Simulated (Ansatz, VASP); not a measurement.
# Al2Pt: VASP beside Ansatz

```
CELL_PARAMETERS angstrom
0.00000 2.89468 2.89468
2.89468 0.00000 2.89468
2.89468 2.89468 0.00000
ATOMIC_POSITIONS crystal
Al 0.25000 0.25000 0.25000
Al 0.75000 0.75000 0.75000
Pt 0.00000 0.00000 0.00000
```

Alike in both runs: task relaxation of cell and atoms; functional r2SCAN; k mesh 10 × 10 × 10; occupations fermi-dirac, width 0.05 eV; no spin polarisation.

```csv
,VASP,Ansatz
version,VASP 6.6.1,Ansatz 0.2.0
potentials or method,"VASP PAW PBE potentials, release 64 (Al, Pt)","PAW with Ansatz's default frozen-core files, scalar-relativistic"
plane-wave cutoff (eV),600,500
valence electrons in the cell,16,24
```

Ansatz gave:

```
relaxed volume (Å³/atom)                                     : 17.15
relaxed cell length with the largest relative difference (Å) : 4.175
energy change over the relaxation (meV/atom)                 : -28
```

Problem. What did VASP give for the same quantities?

Solution. Relaxed volume (Å³/atom): 17.12; relaxed cell length with the largest relative difference (Å): 4.172; energy change over the relaxation (meV/atom): -26.

The two sets of potentials don't hold the same shells in valence. Ansatz warned: «gradients_without_spin_orbit».

Caveats: the PAW data sets were made with another functional, which shifts forces and pressure a little (VASP). Spin-orbit coupling is left out, which matters for the levels of Pt. Zero-point motion and thermal expansion aren't in these numbers.
